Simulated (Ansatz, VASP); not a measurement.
**MgI2: VASP beside Ansatz**

```
Mg I
1.0
     4.08669    0.00000    0.00000
    -2.04335    3.53918    0.00000
     0.00000    0.00000    7.08887
Mg I
1 2
Direct
  0.00000 0.00000 0.00000
  0.33333 0.66667 0.75763
  0.66667 0.33333 0.24237
```

Alike in both runs: task single point; functional PBE; k mesh 6 × 6 × 4; occupations gaussian, width 0.05 eV; no spin polarisation.

|  | VASP | Ansatz |
| --- | --- | --- |
| version | VASP 6.6.1 | Ansatz 0.2.0 |
| potentials or method | VASP PAW PBE potentials, release 64 (Mg, I) | scalar-relativistic, plane waves, PAW |
| plane-wave cutoff (eV) | 520 | 420 |
| valence electrons in the cell | 16 | 44 |

Ansatz gave:

* gap on the k mesh at the Fermi level (eV): 3.48
* least direct gap on the mesh (eV): 3.73
* pressure (GPa): 1.3
* largest component of the traceless stress (GPa): 0.89
* rms of the force components (eV/Å): 0.044

Question: What did VASP give for the same quantities?

Answer: gap on the k mesh at the Fermi level (eV): 3.47; least direct gap on the mesh (eV): 3.72; pressure (GPa): 1.3; largest component of the traceless stress (GPa): 0.88; rms of the force components (eV/Å): 0.049.

Atom by atom the forces differ by 0.005 eV/Å (rms over components). The functional is the same, so the differences come from potentials, cutoffs and numerics. The two sets of potentials don't hold the same shells in valence.

Caveats: spin-orbit coupling is left out, which moves the levels of the heavy elements; this functional lacks dispersion, which binds the layers, so the pressure and a relaxed spacing across them are unreliable. A k mesh can miss the band edges.
